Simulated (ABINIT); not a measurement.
# ZrC (Fm-3m) in ABINIT: notebook

The runs below take ZrC through band structure, equation of state, with LDA, PBE, PBE+D2, revPBE+D3.

All numbers are computed with ABINIT 10.8.3 (patched build); they aren't measurements. Logs are shortened: lines on timing, memory, paths and dates and some standing lists are left out, and cuts for length are marked. The log counts tension as positive stress, the text compression.

## 1. The crystal as given

Symmetry: Fm-3m, No. 225, cubic system. The conventional cell has a = 4.730 Å, b = 4.730 Å, c = 4.730 Å, α = 90.00°, β = 90.00°, γ = 90.00°. Around Zr (site symmetry m-3m) lie 6 C at 2.37 Å. Around C (site symmetry m-3m) lie 6 Zr at 2.37 Å.

## 2. Band structure, LDA

File run.abi:

```
# Datasets: ground state, then fixed potential
ndtset 2

# Pseudopotentials
pp_dirpath "./"
pseudos "Zr.upf, C.upf"

# Structure
acell 3.344615075 3.344615075 3.344615075 Angstrom
rprim
     0.0000000000     0.7071067812     0.7071067812
     0.7071067812     0.0000000000     0.7071067812
     0.7071067812     0.7071067812     0.0000000000
ntypat 2
znucl 40 6
natom 2
typat 1 2
xred
     0.5000000000     0.5000000000     0.5000000000
     0.0000000000     0.0000000000     0.0000000000

# Plane-wave basis
ecut 41.0

# Exchange and correlation
ixc 7

# Bands and occupations
occopt 3
tsmear 0.05 eV

# SCF cycle
nstep 100

# Output
iomode 3
prtwf 0
prteig 0
prtebands 0
enunit 1
prtden1 1

# Dataset 1
kptopt1 1
ngkpt1 10 10 10
nshiftk1 1
shiftk1 0.0 0.0 0.0
nband1 12
tolvrs1 1.0e-10

# Dataset 2: bands along G-X-W-K-G-L-U-W-L-K
iscf2 -2
getden2 1
nband2 16
nbdbuf2 2
tolwfr2 1.0e-12
kptopt2 -9
ndivsm2 5
prteig2 1
prtvol2 -3
kptbounds2
     0.0000000000     0.0000000000     0.0000000000
     0.5000000000     0.0000000000     0.5000000000
     0.5000000000     0.2500000000     0.7500000000
     0.3750000000     0.3750000000     0.7500000000
     0.0000000000     0.0000000000     0.0000000000
     0.5000000000     0.5000000000     0.5000000000
     0.6250000000     0.2500000000     0.6250000000
     0.5000000000     0.2500000000     0.7500000000
     0.5000000000     0.5000000000     0.5000000000
     0.3750000000     0.3750000000     0.7500000000
```

Potentials or basis: PseudoDojo NC SR LDA v0.4.1 standard.

On the command line:

```console
$ abinit run.abi > log 2>&1
```

run.abo:

```text
.Version 10.8.3 of ABINIT
 DATASET    1 : space group Fm -3 m (#225); Bravais cF (face-center cubic)
================================================================================
 Values of the parameters that define the memory need for DATASET  1.
     intxc =       0    ionmov =       0      iscf =       7    lmnmax =       6
     lnmax =       6     mgfft =      40  mpssoang =       3    mqgrid =    3001
     natom =       2  nloc_mem =       1    nspden =       1   nspinor =       1
    nsppol =       1      nsym =      48    n1xccc =    2501    ntypat =       2
    occopt =       3   xclevel =       1
       mpw =        2251          nfft =       64000          nkpt =          47
================================================================================
================================================================================

 DATASET    2 : space group Fm -3 m (#225); Bravais cF (face-center cubic)
================================================================================
 Values of the parameters that define the memory need for DATASET  2.
     intxc =       0    ionmov =       0      iscf =      -2    lmnmax =       6
     lnmax =       6     mgfft =      40  mpssoang =       3    mqgrid =    3001
     natom =       2  nloc_mem =       1    nspden =       1   nspinor =       1
    nsppol =       1      nsym =      48    n1xccc =    2501    ntypat =       2
    occopt =       3   xclevel =       1
       mpw =        2253          nfft =       64000          nkpt =          87
================================================================================
================================================================================

--------------------------------------------------------------------------------
------------- Echo of variables that govern the present computation ------------
--------------------------------------------------------------------------------
 -outvars: echo values of preprocessed input variables --------
            acell      6.3204064883E+00  6.3204064883E+00  6.3204064883E+00 Bohr
              amu      9.12240000E+01  1.20110000E+01
             ecut      4.10000000E+01 Hartree
           enunit           1
           getden1          0
           getden2          1
             iscf1          7
             iscf2         -2
              ixc           7
           jdtset        1    2
           kptopt1          1
           kptopt2         -9
         kptrlatt       10    0    0      0   10    0      0    0   10
          kptrlen1     6.32040649E+01
          kptrlen2     3.00000000E+01
            natom           2
            nband1         12
            nband2         16
           nbdbuf1          0
           nbdbuf2          2
           ndtset           2
           ndivsm1          0
           ndivsm2          5
            ngfft          40      40      40
             nkpt1         47
             nkpt2         87
            nstep         100
             nsym          48
           ntypat           2
           occopt           3
        prtebands           0
           prteig1          0
           prteig2          1
           prtvol1          0
           prtvol2         -3
            prtwf           0
            rprim      0.0000000000E+00  7.0710678120E-01  7.0710678120E-01
                       7.0710678120E-01  0.0000000000E+00  7.0710678120E-01
                       7.0710678120E-01  7.0710678120E-01  0.0000000000E+00
           shiftk1     0.00000000E+00  0.00000000E+00  0.00000000E+00
           shiftk2     5.00000000E-01  5.00000000E-01  5.00000000E-01
          spgroup         225
           tolvrs1     1.00000000E-10
           tolvrs2     0.00000000E+00
           tolwfr1     0.00000000E+00
           tolwfr2     1.00000000E-12
           tsmear      1.83746611E-03 Hartree
            typat      1  2
           xangst      2.3650000000E+00  2.3650000000E+00  2.3650000000E+00
                       0.0000000000E+00  0.0000000000E+00  0.0000000000E+00
[... 41 lines left out ...]
force_length_stats: {min: null, max: null, mean: null, }
...

 Integrated electronic density in atomic spheres:
 ------------------------------------------------
 Atom  Sphere_radius  Integrated_density
    1        2.00000          8.36942393
    2        2.00000          3.77561896
================================================================================

 ----iterations are completed or convergence reached----

 Mean square residual over all n,k,spin=   43.701E-14; max=  99.759E-14
 reduced coordinates (array xred) for    2 atoms
       0.500000000000      0.500000000000      0.500000000000
       0.000000000000      0.000000000000      0.000000000000

 cartesian coordinates (angstrom) at end:
    1      2.36500000003625     2.36500000003625     2.36500000003625
    2      0.00000000000000     0.00000000000000     0.00000000000000
 length scales=  6.320406488333  6.320406488333  6.320406488333 bohr
              =  3.344615075000  3.344615075000  3.344615075000 angstroms
 Eigenvalues (   eV  ) for nkpt=  87  k points:
 kpt#   1, nband= 16, wtk=  1.00000, kpt=  0.0000  0.0000  0.0000 (reduced coord)
 -37.19566  -14.96855  -14.96855  -14.96855   -0.27236   11.78623   11.78623   11.78623
  11.87151   11.87151   11.87151   13.58936   13.58936   17.98988   21.34891   33.08213
 kpt#   2, nband= 16, wtk=  1.00000, kpt=  0.0357  0.0000  0.0357 (reduced coord)
 -37.19409  -14.97883  -14.97198  -14.97198   -0.23408   11.36318   11.45130   11.45130
  11.81775   12.26171   12.26171   13.60618   14.00446   18.07643   21.45404   32.66654
 kpt#   3, nband= 16, wtk=  1.00000, kpt=  0.0714  0.0000  0.0714 (reduced coord)
 -37.18947  -15.00887  -14.98209  -14.98209   -0.12243   10.57986   11.13673   11.13673
  11.66469   12.73958   12.73958   13.65615   14.75018   18.34756   21.76025   31.77086
 kpt#   4, nband= 16, wtk=  1.00000, kpt=  0.1071  0.0000  0.1071 (reduced coord)
 -37.18203  -15.05642  -14.99835  -14.99835    0.05294    9.77224   10.88332   10.88332
  11.43341   13.25654   13.25654   13.73785   15.46326   18.82324   22.24348   30.79304
 kpt#   5, nband= 16, wtk=  1.00000, kpt=  0.1429  0.0000  0.1429 (reduced coord)
 -37.17212  -15.11807  -15.01993  -15.01993    0.27542    9.03162   10.69203   10.69203
  11.15035   13.79808   13.79808   13.84884   16.05312   19.48958   22.87191   29.84149
 kpt#   6, nband= 16, wtk=  1.00000, kpt=  0.1786  0.0000  0.1786 (reduced coord)
 -37.16024  -15.18967  -15.04570  -15.04570    0.52099    8.40331   10.56158   10.56158
[... 230 lines left out ...]
 -37.08630  -15.66097  -15.25004  -15.10007    2.17381    6.55416    8.33095    8.47990
  13.77772   15.17892   15.67679   18.71009   19.66531   20.75089   23.93235   24.80840
 kpt#  84, nband= 16, wtk=  1.00000, kpt=  0.4167  0.4167  0.6667 (reduced coord)
 -37.08170  -15.61748  -15.31825  -15.11924    1.99156    6.89896    8.41004    8.67449
  13.39469   15.22522   15.74122   18.48847   19.30233   21.38363   23.76316   24.65016
 kpt#  85, nband= 16, wtk=  1.00000, kpt=  0.4028  0.4028  0.6944 (reduced coord)
 -37.07753  -15.57326  -15.38192  -15.13829    1.82139    7.24471    8.47414    8.88078
  13.00907   15.30682   15.86107   18.26187   18.90783   22.03437   23.50768   24.54549
 kpt#  86, nband= 16, wtk=  1.00000, kpt=  0.3889  0.3889  0.7222 (reduced coord)
 -37.07427  -15.54018  -15.42621  -15.15591    1.67127    7.56194    8.52529    9.09045
  12.63800   15.42445   15.98892   18.14091   18.48475   22.52245   23.17401   24.60759
 kpt#  87, nband= 16, wtk=  1.00000, kpt=  0.3750  0.3750  0.7500 (reduced coord)
 -37.07236  -15.54603  -15.42090  -15.17089    1.54611    7.82364    8.56321    9.29671
  12.29786   15.57123   16.08025   18.03806   18.18446   22.59480   22.91824   24.93719

== END DATASET(S) ==============================================================
================================================================================

 -outvars: echo values of variables after computation  --------
            acell      6.3204064883E+00  6.3204064883E+00  6.3204064883E+00 Bohr
           etotal1    -5.6783531184E+01
            fcart1    -0.0000000000E+00 -0.0000000000E+00 -0.0000000000E+00
                      -0.0000000000E+00 -0.0000000000E+00 -0.0000000000E+00
            rprim      0.0000000000E+00  7.0710678120E-01  7.0710678120E-01
                       7.0710678120E-01  0.0000000000E+00  7.0710678120E-01
                       7.0710678120E-01  7.0710678120E-01  0.0000000000E+00
           strten1     4.1675739134E-04  4.1675739134E-04  4.1675739134E-04
                       0.0000000000E+00  0.0000000000E+00  0.0000000000E+00
           xangst      2.3650000000E+00  2.3650000000E+00  2.3650000000E+00
                       0.0000000000E+00  0.0000000000E+00  0.0000000000E+00
             xred      5.0000000000E-01  5.0000000000E-01  5.0000000000E-01
                       0.0000000000E+00  0.0000000000E+00  0.0000000000E+00
 Calculation completed.
```

It took 99 s on 1 thread of Arm Neoverse V1, shared host; peak memory 0.11 GiB.

Results:

| Property | Result |
| --- | --- |
| Free energy | -1545.1586 eV |
| Pressure | -12.3 GPa |
| Band gap on the k mesh | none (metal or under the smearing width) |
| Valence electrons inside the program's atomic spheres | Zr 8.37; C 3.78 |

Levels at the corners of the path, in eV from the Fermi level:
```
point  band 4  band 5  band 6  band 7  band 8  band 9  band 10  band 11  band 12  band 13
    Γ  -25.82  -11.12    0.94    0.94    0.94    1.02     1.02     1.02     2.74     2.74
    X  -26.09   -9.91   -2.07   -1.76    0.05    0.05     4.35     5.48     5.48     7.82
    W  -26.11   -9.24   -2.61   -2.34   -2.34    3.19     3.19     5.49     6.85     6.93
    K  -26.02   -9.30   -3.03   -2.29   -1.55    1.45     4.72     5.23     7.19     7.34
    Γ  -25.82  -11.12    0.94    0.94    0.94    1.02     1.02     1.02     2.74     2.74
    L  -25.89   -8.06   -5.26   -2.89   -2.89    4.34     4.34     5.15     6.50     9.89
    U  -26.02   -9.30   -3.03   -2.29   -1.55    1.45     4.72     5.23     7.19     7.34
    W  -26.11   -9.24   -2.61   -2.34   -2.34    3.19     3.19     5.49     6.85     6.93
    L  -25.89   -8.06   -5.26   -2.89   -2.89    4.34     4.34     5.15     6.50     9.89
    K  -26.02   -9.30   -3.03   -2.29   -1.55    1.45     4.72     5.23     7.19     7.34
```

## 3. Equation of state, PBE

File run.abi:

```
# Datasets: one volume each
ndtset 7
getwfk -1
scalecart1 3*0.9795861087
scalecart2 3*0.9864848297
scalecart3 3*0.9932883884
scalecart4 3*1.0000000000
scalecart5 3*1.0066227096
scalecart6 3*1.0131594038
scalecart7 3*1.0196128224

# Pseudopotentials
pp_dirpath "./"
pseudos "Zr.GGA_PBE-JTH.xml, C.GGA_PBE-JTH.xml"

# Structure
acell 3.344615075 3.344615075 3.344615075 Angstrom
rprim
     0.0000000000     0.7071067812     0.7071067812
     0.7071067812     0.0000000000     0.7071067812
     0.7071067812     0.7071067812     0.0000000000
ntypat 2
znucl 40 6
natom 2
typat 1 2
xred
     0.5000000000     0.5000000000     0.5000000000
     0.0000000000     0.0000000000     0.0000000000

# Plane-wave basis
ecut 20.0
pawecutdg 40.0

# k points
kptopt 1
ngkpt 10 10 10
nshiftk 1
shiftk 0.0 0.0 0.0

# Exchange and correlation
ixc 11

# Bands and occupations
nband 12
occopt 3
tsmear 0.00183747

# SCF cycle
nstep 100
tolvrs 1.0e-9

# Output
iomode 3
prtwf 1
prtden 0
prteig 0
prtebands 0
enunit 1
```

Potentials or basis: JTH PAW PBE v2.0.

On the command line:

```console
$ abinit run.abi > log 2>&1
```

Wall time 91 s (1 thread of Arm Neoverse V1, shared host); peak memory 0.15 GiB.

The run converged. Its results:

```
Equilibrium volume                      : 13.05 Å³/atom
Bulk modulus                            : 223 GPa
Pressure derivative of the bulk modulus : 4.3
```

Energy against volume, from the lowest point:
| volume (Å³/atom) | energy (meV/atom) |
| --- | --- |
| 12.434 | 21.52 |
| 12.699 | 6.48 |
| 12.963 | 0.00 |
| 13.228 | 1.16 |
| 13.493 | 9.58 |
| 13.757 | 23.95 |
| 14.022 | 44.02 |

Caveat: pressures at fixed basis lie under the slope of the energies.

## 4. Band structure, PBE

File run.abi:

```
# Datasets: ground state, then fixed potential
ndtset 2

# Pseudopotentials
pp_dirpath "./"
pseudos "Zr.upf, C.upf"

# Structure
acell 3.344615075 3.344615075 3.344615075 Angstrom
rprim
     0.0000000000     0.7071067812     0.7071067812
     0.7071067812     0.0000000000     0.7071067812
     0.7071067812     0.7071067812     0.0000000000
ntypat 2
znucl 40 6
natom 2
typat 1 2
xred
     0.5000000000     0.5000000000     0.5000000000
     0.0000000000     0.0000000000     0.0000000000

# Plane-wave basis
ecut 1115.666836 eV

# Exchange and correlation
ixc 11

# Bands and occupations
occopt 3
tsmear 0.05 eV

# SCF cycle
nstep 100

# Output
iomode 3
prtwf 0
prteig 0
prtebands 0
enunit 1
prtden1 1

# Dataset 1
kptopt1 1
ngkpt1 10 10 10
nshiftk1 1
shiftk1 0.0 0.0 0.0
nband1 12
tolvrs1 1.0e-10

# Dataset 2: bands along G-X-W-K-G-L-U-W-L-K
iscf2 -2
getden2 1
nband2 16
nbdbuf2 2
tolwfr2 1.0e-12
kptopt2 -9
ndivsm2 6
prteig2 1
prtvol2 -3
kptbounds2
     0.0000000000     0.0000000000     0.0000000000
     0.5000000000     0.0000000000     0.5000000000
     0.5000000000     0.2500000000     0.7500000000
     0.3750000000     0.3750000000     0.7500000000
     0.0000000000     0.0000000000     0.0000000000
     0.5000000000     0.5000000000     0.5000000000
     0.6250000000     0.2500000000     0.6250000000
     0.5000000000     0.2500000000     0.7500000000
     0.5000000000     0.5000000000     0.5000000000
     0.3750000000     0.3750000000     0.7500000000
```

Potentials or basis: PseudoDojo NC SR PBE v0.5 standard.

On the command line:

```console
$ abinit run.abi > log 2>&1
```

Wall time 1.8 min (1 thread of Arm Neoverse V1, shared host); peak memory 0.13 GiB.

The run converged. Its results:

| Quantity | Value |
| --- | --- |
| Free energy | -1543.1004 eV |
| Pressure | -2.8 GPa |
| Band gap on the k mesh | none (metal or under the smearing width) |
| Valence electrons inside the program's atomic spheres | Zr 8.37; C 3.80 |

Levels at the corners of the path, in eV from the Fermi level:
| point | band 5 | band 6 | band 7 | band 8 | band 9 | band 10 | band 11 | band 12 |
| --- | --- | --- | --- | --- | --- | --- | --- | --- |
| Γ | -11.26 | 0.93 | 0.93 | 0.93 | 1.07 | 1.07 | 1.07 | 2.75 |
| X | -10.08 | -2.11 | -1.71 | 0.03 | 0.03 | 4.34 | 5.51 | 5.51 |
| W | -9.42 | -2.61 | -2.35 | -2.35 | 3.22 | 3.22 | 5.52 | 6.87 |
| K | -9.48 | -3.02 | -2.31 | -1.56 | 1.48 | 4.76 | 5.26 | 7.18 |
| Γ | -11.26 | 0.93 | 0.93 | 0.93 | 1.07 | 1.07 | 1.07 | 2.75 |
| L | -8.27 | -5.24 | -2.89 | -2.89 | 4.38 | 4.38 | 5.19 | 6.47 |
| U | -9.48 | -3.02 | -2.31 | -1.56 | 1.48 | 4.76 | 5.26 | 7.18 |
| W | -9.42 | -2.61 | -2.35 | -2.35 | 3.22 | 3.22 | 5.52 | 6.87 |
| L | -8.27 | -5.24 | -2.89 | -2.89 | 4.38 | 4.38 | 5.19 | 6.47 |
| K | -9.48 | -3.02 | -2.31 | -1.56 | 1.48 | 4.76 | 5.26 | 7.18 |

## 5. Equation of state, PBE+D2

File run.abi:

```
# Datasets: one volume each
ndtset 7
getwfk -1
scalecart1 3*0.9795861087
scalecart2 3*0.9864848297
scalecart3 3*0.9932883884
scalecart4 3*1.0000000000
scalecart5 3*1.0066227096
scalecart6 3*1.0131594038
scalecart7 3*1.0196128224

# Pseudopotentials
pp_dirpath "./"
pseudos "Zr.GGA_PBE-JTH.xml, C.GGA_PBE-JTH.xml"

# Structure
acell 6.3204064841 6.3204064841 6.3204064841
rprim
     0.0000000000     0.7071067812     0.7071067812
     0.7071067812     0.0000000000     0.7071067812
     0.7071067812     0.7071067812     0.0000000000
ntypat 2
znucl 40 6
natom 2
typat 1 2
xred
     0.5000000000     0.5000000000     0.5000000000
     0.0000000000     0.0000000000     0.0000000000

# Plane-wave basis
ecut 20.0
pawecutdg 40.0

# k points
kptopt 1
ngkpt 10 10 10
nshiftk 1
shiftk 0.0 0.0 0.0

# Exchange and correlation
ixc 11
vdw_xc 5

# Bands and occupations
nband 12
occopt 3
tsmear 0.00183747

# SCF cycle
nstep 100
tolvrs 1.0e-9

# Output
iomode 3
prtwf 1
prtden 0
prteig 0
prtebands 0
```

Potentials or basis: JTH PAW PBE v2.0.

On the command line:

```console
$ abinit run.abi > log 2>&1
```

It took 91 s on 1 thread of Arm Neoverse V1, shared host; peak memory 0.15 GiB.

Results (log left out):

- Equilibrium volume: 12.93 Å³/atom
- Bulk modulus: 248 GPa
- Pressure derivative of the bulk modulus: 3.9

Energy against volume, from the lowest point:
| volume (Å³/atom) | energy (meV/atom) |
| --- | --- |
| 12.434 | 15.78 |
| 12.699 | 3.36 |
| 12.963 | 0.00 |
| 13.228 | 4.82 |
| 13.493 | 17.46 |
| 13.757 | 36.61 |
| 14.022 | 61.98 |

Caveat: pressures at fixed basis lie under the slope of the energies.

## 6. Equation of state, revPBE+D3

run.abi, as its differences from that of step 5:

```diff
@@ -16,7 +16,7 @@
 # Structure
-acell 6.3204064841 6.3204064841 6.3204064841
+acell 3*1.0
 rprim
-     0.0000000000     0.7071067812     0.7071067812
-     0.7071067812     0.0000000000     0.7071067812
-     0.7071067812     0.7071067812     0.0000000000
+     0.0000000000     4.4692022847     4.4692022847
+     4.4692022847     0.0000000000     4.4692022847
+     4.4692022847     4.4692022847     0.0000000000
 ntypat 2
@@ -40,4 +40,4 @@
 # Exchange and correlation
-ixc 11
-vdw_xc 5
+ixc 14
+vdw_xc 6
 
@@ -46,3 +46,3 @@
 occopt 3
-tsmear 0.00183747
+tsmear 0.05 eV
```

Potentials or basis: JTH PAW PBE v2.0.

On the command line:

```console
$ abinit run.abi > log 2>&1
```

It took 91 s on 1 thread of Arm Neoverse V1, shared host; peak memory 0.15 GiB.

Results (log left out):

| Item | Value |
| --- | --- |
| Equilibrium volume | 12.74 Å³/atom |
| Bulk modulus | 233 GPa |
| Pressure derivative of the bulk modulus | 4.5 |

Energy against volume, from the lowest point:
```
volume (Å³/atom)  energy (meV/atom)
          12.434               5.54
          12.699               0.00
          12.963               2.55
          13.228              12.28
          13.493              28.82
          13.757              50.85
          14.022              78.19
```

Caveat: pressures at fixed basis lie under the slope of the energies; the PAW data sets were made with another functional, which shifts forces and pressure a little.

## 7. Summary

```tsv
task	level	potentials or basis	cutoff (eV)	fine-grid cutoff	gap on the mesh (eV)	pressure (GPa)	V0 of scaled cells (Å³/atom)	B0 (GPa)
band structure	LDA	PseudoDojo NC SR LDA v0.4.1 standard	1116	-	none	-12.3	-	-
equation of state	PBE	JTH PAW PBE v2.0	544	1088.46 eV	-	-	13.05	223
band structure	PBE	PseudoDojo NC SR PBE v0.5 standard	1116	-	none	-2.8	-	-
equation of state	PBE+D2	JTH PAW PBE v2.0	544	1088.46 eV	-	-	12.93	248
equation of state	revPBE+D3	JTH PAW PBE v2.0	544	1088.46 eV	-	-	12.74	233
```

Alike in all rows: no spin polarisation; cell as given; k mesh 10 × 10 × 10; smearing fermi-dirac 0.05 eV.

Caveats: pressures at fixed basis lie under the slope of the energies (some runs); the PAW data sets were made with another functional, which shifts forces and pressure a little (some runs).

Total energies depend on the potentials used, so only differences within one code and one set of settings carry meaning.
